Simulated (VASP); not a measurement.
# PbTe: convergence, energy difference of two geometries

PbTe, Fm-3m (no. 225), 2 atoms in the cell. RevPBE, energy difference of two geometries; PAW potentials Pb_d, Te (PBE set). VASP 6.6.1.

Wanted: energy difference within 2.5 meV/atom.

What the run is for: energy difference; Accuracy asked: screening; Second geometry: last atom moved by 0.05 A along z, cell strained by +1.0% along z.

The series start from Plane-wave cutoff (eV): 310; k-point mesh: 6 × 6 × 6; Precision mode (PREC): Accurate; Electronic threshold (eV): 1e-6; Aspherical gradient terms in the spheres (LASPH): yes; Electronic algorithm: ALGO=Normal. Each series keeps the choices made before it, and each single choice may use up half of a tolerance. Times cover all steps of a run.

## Plane-wave cutoff (eV)

| Plane-wave cutoff (eV) | Energy difference (meV/atom) | Time (s) |
|---|---|---|
| 190 | -11.5 | 19 |
| 240 | -5.4 | 22 |
| 280 | -5.3 | 42 |
| 310 | -5.4 | 36 |
| 360 | -5.3 | 43 |
| 420 | -5.3 | 41 |
| 500 | -5.3 | 55 |
| 620 (reference) | -5.3 | 70 |

## k-point mesh

| k-point mesh | Energy difference (meV/atom) | Time (s) |
|---|---|---|
| 2 × 2 × 2 | -27.0 | 11 |
| 3 × 3 × 3 | -5.5 | 9.7 |
| 4 × 4 × 4 | -5.9 | 14 |
| 5 × 5 × 5 | -5.4 | 11 |
| 6 × 6 × 6 | -5.4 | 22 |
| 8 × 8 × 8 | -5.2 | 26 |
| 9 × 9 × 9 | -5.2 | 31 |
| 12 × 12 × 12 (reference) | -5.2 | 56 |

## Precision mode (PREC)

| Precision mode (PREC) | Energy difference (meV/atom) | Time (s) |
|---|---|---|
| SingleN | -6.9 | 6.1 |
| Normal | -5.6 | 7.8 |
| Single | -5.5 | 9.0 |
| Accurate (reference) | -5.5 | 9.7 |

## Electronic threshold (eV)

| Electronic threshold (eV) | Energy difference (meV/atom) | Time (s) |
|---|---|---|
| 0.001 | -5.6 | 7.7 |
| 0.0001 | -5.6 | 5.9 |
| 1e-5 | -5.6 | 7.2 |
| 1e-6 | -5.6 | 7.8 |
| 1e-7 | -5.6 | 9.7 |
| 1e-8 (reference) | -5.6 | 10 |

## Aspherical gradient terms in the spheres (LASPH)

| Aspherical gradient terms in the spheres (LASPH) | Energy difference (meV/atom) | Time (s) |
|---|---|---|
| no | -5.6 | 3.4 |
| yes (reference) | -5.6 | 7.7 |

## Electronic algorithm

| Electronic algorithm | Energy difference (meV/atom) | Time (s) |
|---|---|---|
| ALGO=Normal | -5.6 | 3.4 |
| ALGO=Fast | -5.6 | 3.6 |
| ALGO=VeryFast | -5.6 | 3.8 |
| ALGO=All ISEARCH=1 | -5.6 | 3.7 |
| ALGO=All ISEARCH=0 | -5.6 | 4.1 |
| ALGO=Damped TIME=0.4 | -5.6 | 3.6 |
| ALGO=Damped TIME=0.1 | -5.6 | 4.7 |

## Question

The rows run from the loosest to the tightest (no order: electronic algorithm). For each series: choose the loosest value from which every tighter one stays within half of the tolerance; where there is no order, keep the first row unless others stay within half of the tolerance and take at least 30 % less time, and then take the fastest.

## Answer

- Plane-wave cutoff (eV): 240
- k-point mesh: 3 × 3 × 3
- Precision mode (PREC): Normal
- Electronic threshold (eV): 0.001
- Aspherical gradient terms in the spheres (LASPH): no
- Electronic algorithm: ALGO=Normal

## All choices together

| Input | Energy difference (meV/atom) | Time (s) |
|---|---|---|
| the program's defaults (naive) | -5.7 | 6.4 |
| chosen settings | -5.6 | 3.4 |
| reference settings throughout | -5.1 | 490 |

The tolerance is met.

## The input

INCAR:
```
SYSTEM = TePb
ALGO     = Normal         ! electronic algorithm
EDIFF    = 0.001          ! SCF threshold, eV
EFERMI   = MIDGAP       
ENCUT    = 240            ! plane-wave cutoff, eV
GGA      = RE             ! functional
GGA_COMPAT= .FALSE.      
ISIF     = 2              ! what is computed and relaxed
ISMEAR   = 0              ! smearing method
LASPH    = .FALSE.        ! aspherical terms in the spheres
LCHARG   = .FALSE.        ! write CHGCAR
LREAL    = .FALSE.        ! projectors in reciprocal space
LWAVE    = .FALSE.        ! write WAVECAR
NELM     = 120            ! most SCF steps
PREC     = Normal         ! precision mode
SIGMA    = 0.03           ! smearing width, eV
```

KPOINTS:
```
Automatic mesh
0
Gamma
  3 3 3
  0 0 0
```

POSCAR.step1:
```
TePb
1.0
    0.0000000000      3.2310000000      3.2310000000
    3.2310000000      0.0000000000      3.2310000000
    3.2310000000      3.2310000000      0.0000000000
Pb Te
1 1
Direct
    0.0000000000      0.0000000000      0.0000000000
    0.5000000000      0.5000000000      0.5000000000
```

POSCAR.step2:
```
TePb
1.0
    0.0000000000      3.2310000000      3.2633100000
    3.2310000000      0.0000000000      3.2633100000
    3.2310000000      3.2310000000      0.0000000000
Pb Te
1 1
Direct
    0.0000000000      0.0000000000      0.0000000000
    0.5077375400      0.5077375400      0.4922624600
```

Commands (each step's output is kept before the next begins):
```
cat potpaw_PBE.64/Pb_d/POTCAR potpaw_PBE.64/Te/POTCAR > POTCAR
cp POSCAR.step1 POSCAR
mpirun -np 1 vasp_std > vasp.out
cp POSCAR.step2 POSCAR
mpirun -np 1 vasp_std > vasp.out
```

The naive input happens to agree within the tolerance here, in 6.4 s.

The chosen input took VASP 6.6.1 3.4 s on 1 core (Intel Xeon Platinum 8375C @ 2.90GHz (Ice Lake)), a shared host.

## An input that fails: damping step far too long

The electronic loop stops at its limit of 73 steps.

Changes against the starting input:
```
- ALGO = Normal
- NELM = 120
+ ALGO = Damped
+ NELM = 73
+ TIME = 4.0
```
